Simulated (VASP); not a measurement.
# SiO2 (P4_2/mnm) in VASP: Born charges and dielectric tensor with LDA

Aim: the Born charges and dielectric tensor of SiO2 with LDA.

Everything below comes from runs of VASP 6.6.1. Logs are shortened: lines on timing, memory, paths and dates and some standing lists are left out, and cuts for length are marked.

**1. The structure**

It takes space group P4_2/mnm (No. 136, tetragonal). Conventional cell: a = 4.154 Å, b = 4.154 Å, c = 2.666 Å, α = 90.00°, β = 90.00°, γ = 90.00°. Around Si (site symmetry mmm) lie 6 O at 1.76 to 1.79 Å. O (site symmetry m2m) is surrounded by 3 Si at 1.76 to 1.79 Å.

**2. Born charges and dielectric tensor, LDA**

INCAR

```
SYSTEM = SiO2
PREC = Accurate
ENCUT = 600
EDIFF = 1E-8
ISMEAR = 0
SIGMA = 0.02
LREAL = .False.
LASPH = .True.
NELM = 80
ALGO = Fast
ISIF = 2
LWAVE = .False.
LCHARG = .False.
LEPSILON = .True.
IBRION = 8
NSW = 1
```

KPOINTS

```
Automatic mesh
0
Gamma
  6 6 8
  0 0 0
```

POSCAR

```
SiO2
1.0
    4.1540100000      0.0000000000      0.0000000000
    0.0000000000      4.1540100000      0.0000000000
    0.0000000000      0.0000000000      2.6659500000
Si O
2 4
Direct
    0.0000000000      0.0000000000      0.0000000000
    0.5000000000      0.5000000000      0.5000000000
    0.3053900000      0.3053900000      0.0000000000
    0.1946100000      0.8053900000      0.5000000000
    0.6946100000      0.6946100000      0.0000000000
    0.8053900000      0.1946100000      0.5000000000
```

Potentials or basis: VASP PAW LDA potentials, release 64 (Si, O).

Command:

```sh
$ cat potpaw_LDA.64/Si/POTCAR potpaw_LDA.64/O/POTCAR > POTCAR
$ mpirun -np 1 vasp_std > vasp.out
```

OUTCAR:

```text
SYSTEM = SiO2
   PREC = Accurate
   ENCUT = 600
   EDIFF = 1E-8
   ISMEAR = 0
   LREAL = .False.
   LASPH = .True.
   NELM = 80
   ISIF = 2
   LEPSILON = .True.
   IBRION = 8
   NSW = 1

 ion  position               nearest neighbor table
   1  0.000  0.000  0.000-   4 1.76   6 1.76   4 1.76   6 1.76   5 1.79   3 1.79
   2  0.500  0.500  0.500-   3 1.76   5 1.76   3 1.76   5 1.76   4 1.79   6 1.79
   3  0.305  0.305  0.000-   2 1.76   2 1.76   1 1.79
   4  0.195  0.805  0.500-   1 1.76   1 1.76   2 1.79
   5  0.695  0.695  0.000-   2 1.76   2 1.76   1 1.79
   6  0.805  0.195  0.500-   1 1.76   1 1.76   2 1.79

  LATTYP: Found a simple tetragonal cell.
 ALAT       =     4.1540100000
 C/A-ratio  =     0.6417774632

  Lattice vectors:

 A1 = (   4.1540100000,   0.0000000000,   0.0000000000)
 A2 = (   0.0000000000,   4.1540100000,   0.0000000000)
 A3 = (   0.0000000000,   0.0000000000,   2.6659500000)

Analysis of symmetry for initial positions (statically):
=====================================================================
 Subroutine PRICEL returns:
 Original cell was already a primitive cell.

 Routine SETGRP: Setting up the symmetry group for a
 simple tetragonal supercell.

 Subroutine GETGRP returns: Found 16 space group operations
 (whereof  8 operations were pure point group operations)
 out of a pool of 16 trial point group operations.

The static configuration has the point symmetry D_2h.
 The point group associated with its full space group is D_4h.

Analysis of symmetry for dynamics (positions and initial velocities):
=====================================================================
 Subroutine PRICEL returns:
 Original cell was already a primitive cell.

 Routine SETGRP: Setting up the symmetry group for a
 simple tetragonal supercell.

 Subroutine GETGRP returns: Found 16 space group operations
 (whereof  8 operations were pure point group operations)
 out of a pool of 16 trial point group operations.

The dynamic configuration has the point symmetry D_2h.
 The point group associated with its full space group is D_4h.

 Subroutine INISYM returns: Found 16 space group operations
 (whereof  8 operations are pure point group operations),
 and found     1 'primitive' translations

----------------------------------------------------------------------------------------

                                     Primitive cell

  volume of cell :      46.0031

  direct lattice vectors                    reciprocal lattice vectors
     4.154010000  0.000000000  0.000000000     0.240731245  0.000000000  0.000000000
     0.000000000  4.154010000  0.000000000     0.000000000  0.240731245  0.000000000
     0.000000000  0.000000000  2.665950000     0.000000000  0.000000000  0.375100808

  length of vectors
     4.154010000  4.154010000  2.665950000     0.240731245  0.240731245  0.375100808

  position of ions in fractional coordinates (direct lattice)
     0.000000000  0.000000000  0.000000000
     0.500000000  0.500000000  0.500000000
     0.305390000  0.305390000  0.000000000
     0.194610000  0.805390000  0.500000000
     0.694610000  0.694610000  0.000000000
     0.805390000  0.194610000  0.500000000

[... 765 lines left out ...]

 Free energy of the ion-electron system (eV)
  ---------------------------------------------------
  ---------------------------------------------------
  free energy    TOTEN  =        -0.35059632 eV

  energy without entropy =       -0.35059632

------------------------ aborting loop because EDIFF is reached ----------------------------------------

 INTERNAL STRAIN TENSOR  FOR ION    3  DIRECTION 3   (eV/Angst):
 -----------------------------------------------------------------------------
     0.00490  0.00710  3.38031
     0.00710  0.00490  3.38031
     2.94331  2.94331  0.00300

 MACROSCOPIC STATIC DIELECTRIC TENSOR (including local field effects in DFT)
 ------------------------------------------------------
           3.356048    -0.000000     0.000000
          -0.000000     3.356048     0.000000
           0.000000     0.000000     3.534284
 ------------------------------------------------------

 PIEZOELECTRIC TENSOR (including local field effects)  for field in x, y, z        (e  Angst)
          XX          YY          ZZ          XY          YZ          ZX
  --------------------------------------------------------------------------------
  x     0.00000     0.00000     0.00000     0.00000     0.00000     0.00000
  y     0.00000     0.00000     0.00000     0.00000     0.00000     0.00000
  z     0.00000     0.00000     0.00000     0.00000     0.00000     0.00000

 PIEZOELECTRIC TENSOR (including local field effects)  for field in x, y, z        (C/m^2)
          XX          YY          ZZ          XY          YZ          ZX
  --------------------------------------------------------------------------------
  x     0.00000     0.00000     0.00000     0.00000     0.00000     0.00000
  y     0.00000     0.00000     0.00000     0.00000     0.00000     0.00000
  z     0.00000     0.00000     0.00000     0.00000     0.00000     0.00000

 BORN EFFECTIVE CHARGES (including local field effects) (in |e|, cummulative output)
 ---------------------------------------------------------------------------------
 ion    1
    1     3.78185     0.35179     0.00000
    2     0.35179     3.78185     0.00000
    3     0.00000     0.00000     4.02928
 ion    2
    1     3.78185    -0.35179     0.00000
    2    -0.35179     3.78185     0.00000
    3     0.00000     0.00000     4.02928
 ion    3
    1    -1.89093    -0.54920     0.00000
    2    -0.54920    -1.89093     0.00000
    3     0.00000     0.00000    -2.01464
 ion    4
    1    -1.89093     0.54920     0.00000
    2     0.54920    -1.89093     0.00000
    3     0.00000     0.00000    -2.01464
 ion    5
    1    -1.89093    -0.54920     0.00000
    2    -0.54920    -1.89093     0.00000
    3     0.00000     0.00000    -2.01464
 ion    6
    1    -1.89093     0.54920     0.00000
    2     0.54920    -1.89093     0.00000
    3     0.00000     0.00000    -2.01464

 INTERNAL STRAIN TENSOR FOR ION    6 for displacements in x,y,z  (eV/Angst):
          X           Y           Z          XY          YZ          ZX
  --------------------------------------------------------------------------------
  x     8.75097     3.87583     0.90760    -1.60414     0.00000     0.00000
  y    -3.87583    -8.75097    -0.90760     1.59332     0.00000     0.00000
  z     0.00000     0.00000     0.00000     0.00000    -2.94331     3.38031

 SECOND DERIVATIVES (NOT SYMMETRIZED)
 ------------------------------------
               1X          1Y          1Z          2X          2Y          2Z          3X          3Y          3Z          4X          4Y          4Z          5X          5Y          5Z          6X          6Y          6Z
  1X   -32.650476    7.551317    0.000000   15.183987   -0.011214    0.000000    1.020710    1.177578    0.000000    7.712534   -4.947630    0.000000    1.020710    1.177578    0.000000    7.712534   -4.947630    0.000000
  1Y     7.551317  -32.650476    0.000000   -0.011214   15.183987    0.000000    1.177578    1.020710    0.000000   -4.947630    7.712534    0.000000    1.177578    1.020710    0.000000   -4.947630    7.712534    0.000000
  1Z     0.000000    0.000000  -23.939114    0.000000    0.000000   -0.050988    0.000000    0.000000    1.313890    0.000000    0.000000   10.681161    0.000000    0.000000    1.313890    0.000000    0.000000   10.681161
  2X    15.183987    0.011214    0.000000  -32.650476   -7.551317    0.000000    7.712534    4.947630    0.000000    1.020710   -1.177578    0.000000    7.712534    4.947630    0.000000    1.020710   -1.177578    0.000000
  2Y     0.011214   15.183987    0.000000   -7.551317  -32.650476    0.000000    4.947630    7.712534    0.000000   -1.177578    1.020710    0.000000    4.947630    7.712534    0.000000   -1.177578    1.020710    0.000000
  2Z     0.000000    0.000000   -0.050988    0.000000    0.000000  -23.939114    0.000000    0.000000   10.681161    0.000000    0.000000    1.313890    0.000000    0.000000   10.681161    0.000000    0.000000    1.313890
  3X     1.022528    1.171215    0.000000    7.709017    4.953078    0.000000  -22.837785  -10.947647    0.000000    0.042717    0.203662    0.000000    4.692382    4.823268    0.000000    9.371141   -0.203576    0.000000
  3Y     1.171215    1.022528    0.000000    4.953078    7.709017    0.000000  -10.947647  -22.837785    0.000000   -0.203576    9.371141    0.000000    4.823268    4.692382    0.000000    0.203662    0.042717    0.000000
  3Z     0.000000    0.000000    1.308704    0.000000    0.000000   10.679370    0.000000    0.000000  -20.434548    0.000000    0.000000    4.319513    0.000000    0.000000   -0.192552    0.000000    0.000000    4.319513
  4X     7.709017   -4.953078    0.000000    1.022528   -1.171215    0.000000    0.042717   -0.203662    0.000000  -22.837785   10.947647    0.000000    9.371141    0.203576    0.000000    4.692382   -4.823268    0.000000
  4Y    -4.953078    7.709017    0.000000   -1.171215    1.022528    0.000000    0.203576    9.371141    0.000000   10.947647  -22.837785    0.000000   -0.203662    0.042717    0.000000   -4.823268    4.692382    0.000000
  4Z     0.000000    0.000000   10.679370    0.000000    0.000000    1.308704    0.000000    0.000000    4.319513    0.000000    0.000000  -20.434548    0.000000    0.000000    4.319513    0.000000    0.000000   -0.192552
  5X     1.022528    1.171215    0.000000    7.709017    4.953078    0.000000    4.692382    4.823268    0.000000    9.371141   -0.203576    0.000000  -22.837785  -10.947647    0.000000    0.042717    0.203662    0.000000
  5Y     1.171215    1.022528    0.000000    4.953078    7.709017    0.000000    4.823268    4.692382    0.000000    0.203662    0.042717    0.000000  -10.947647  -22.837785    0.000000   -0.203576    9.371141    0.000000
  5Z     0.000000    0.000000    1.308704    0.000000    0.000000   10.679370    0.000000    0.000000   -0.192552    0.000000    0.000000    4.319513    0.000000    0.000000  -20.434548    0.000000    0.000000    4.319513
  6X     7.709017   -4.953078    0.000000    1.022528   -1.171215    0.000000    9.371141    0.203576    0.000000    4.692382   -4.823268    0.000000    0.042717   -0.203662    0.000000  -22.837785   10.947647    0.000000
  6Y    -4.953078    7.709017    0.000000   -1.171215    1.022528    0.000000   -0.203662    0.042717    0.000000   -4.823268    4.692382    0.000000    0.203576    9.371141    0.000000   10.947647  -22.837785    0.000000
  6Z     0.000000    0.000000   10.679370    0.000000    0.000000    1.308704    0.000000    0.000000    4.319513    0.000000    0.000000   -0.192552    0.000000    0.000000    4.319513    0.000000    0.000000  -20.434548

 Eigenvectors and eigenvalues of the dynamical matrix
 ----------------------------------------------------

   1 f  =   28.462901 THz   178.837679 2PiTHz  949.420169 cm-1   117.713045 meV
             X         Y         Z           dx          dy          dz
      0.000000  0.000000  0.000000    -0.000000   -0.000000   -0.000000
      2.077005  2.077005  1.332975    -0.000000   -0.000000   -0.000000
      1.268593  1.268593  0.000000     0.353553    0.353553    0.000000
      0.808412  3.345598  1.332975     0.353553   -0.353553   -0.000000
      2.885417  2.885417  0.000000    -0.353553   -0.353553    0.000000
      3.345598  0.808412  1.332975    -0.353553    0.353553    0.000000
[... 145 lines left out ...]
  18 f/i=    0.002874 THz     0.018055 2PiTHz    0.095851 cm-1     0.011884 meV
             X         Y         Z           dx          dy          dz
      0.000000  0.000000  0.000000    -0.000000   -0.000000    0.483361
      2.077005  2.077005  1.332975    -0.000000   -0.000000    0.483361
      1.268593  1.268593  0.000000    -0.000000   -0.000000    0.364940
      0.808412  3.345598  1.332975    -0.000000   -0.000000    0.364940
      2.885417  2.885417  0.000000    -0.000000   -0.000000    0.364940
      3.345598  0.808412  1.332975    -0.000000   -0.000000    0.364940

--------------------------------------------------------------------------------------------------------

 MACROSCOPIC STATIC DIELECTRIC TENSOR IONIC CONTRIBUTION
 ------------------------------------------------------
           7.387914    -0.000000     0.000000
          -0.000000     7.387914     0.000000
           0.000000     0.000000     5.324948
 ------------------------------------------------------

 ELASTIC MODULI CONTR FROM IONIC RELAXATION (kBar)
 Direction    XX          YY          ZZ          XY          YZ          ZX
 --------------------------------------------------------------------------------
 XX        -914.1796    252.4538    -47.5638     -0.0000      0.0000     -0.0000
 YY         252.4538   -914.1796    -47.5638      0.0000     -0.0000      0.0000
 ZZ         -47.5638    -47.5638     -6.8376     -0.0000     -0.0000     -0.0000
 XY          -0.0000      0.0000     -0.0000    -13.4276     -0.0000      0.0000
 YZ           0.0000     -0.0000     -0.0000     -0.0000    -59.6215     -0.0000
 ZX          -0.0000      0.0000     -0.0000      0.0000     -0.0000    -78.6398
 --------------------------------------------------------------------------------

 PIEZOELECTRIC TENSOR IONIC CONTR  for field in x, y, z        (C/m^2)
          XX          YY          ZZ          XY          YZ          ZX
  --------------------------------------------------------------------------------
  x    -0.00000     0.00000     0.00000    -0.00000     0.00000    -0.00000
  y    -0.00000     0.00000    -0.00000    -0.00000     0.00000    -0.00000
  z    -0.00000     0.00000    -0.00000    -0.00000    -0.00000     0.00000
```

Wall time 6 min (1 thread of Intel Xeon 6975P-C (Granite Rapids), shared host); peak memory 0.52 GiB.

Results:

| Item | Value |
| --- | --- |
| Band gap on the k mesh | 5.78 eV, direct |
| Electronic dielectric tensor (diagonal) | 3.36, 3.36, 3.53 |
| Born charges (mean of the diagonal) | Si +3.86; O -1.93 e |
| Highest phonon frequency at Γ, LO-TO splitting left out | 949 cm⁻¹ |

Levels at points of the mesh, in eV from the valence-band top:
```
           k point  band 14  band 15  band 16  band 17  band 18  band 19
(0.00, 0.00, 0.00)    -0.91    -0.91     0.00     5.78     6.41     8.32
(0.50, 0.00, 0.00)    -2.77    -1.09    -1.09     7.71     7.71     8.89
(0.50, 0.50, 0.00)    -2.79    -2.35    -2.35     7.37     7.37     9.91
(0.00, 0.00, 0.50)    -3.25    -2.76    -2.76     9.05     9.05    12.48
(0.50, 0.00, 0.50)    -2.35    -1.83    -1.83     8.69     8.69     9.87
(0.50, 0.50, 0.50)    -1.79    -1.60    -1.60     7.15     7.15    10.88
```

Phonon frequencies in cm⁻¹ (negative: imaginary):
| q point | frequencies |
| --- | --- |
| (0.000, 0.000, 0.000) | 0 0 0 220 385 470 470 587 587 593 593 593 660 755 762 823 823 949 |

Electronic dielectric tensor:
```
3.36 0.00 0.00
0.00 3.36 0.00
0.00 0.00 3.53
```

Born effective charge tensors (e):
atom 1, Si
```
3.78 0.35 0.00
0.35 3.78 0.00
0.00 0.00 4.03
```
atom 2, Si
```
 3.78 -0.35  0.00
-0.35  3.78  0.00
 0.00  0.00  4.03
```
atom 3, O
```
-1.89 -0.55  0.00
-0.55 -1.89  0.00
 0.00  0.00 -2.01
```
atom 4, O
```
-1.89  0.55  0.00
 0.55 -1.89  0.00
 0.00  0.00 -2.01
```
atom 5, O
```
-1.89 -0.55  0.00
-0.55 -1.89  0.00
 0.00  0.00 -2.01
```
atom 6, O
```
-1.89  0.55  0.00
 0.55 -1.89  0.00
 0.00  0.00 -2.01
```

As with any semilocal functional, this LDA gap is likely too small.
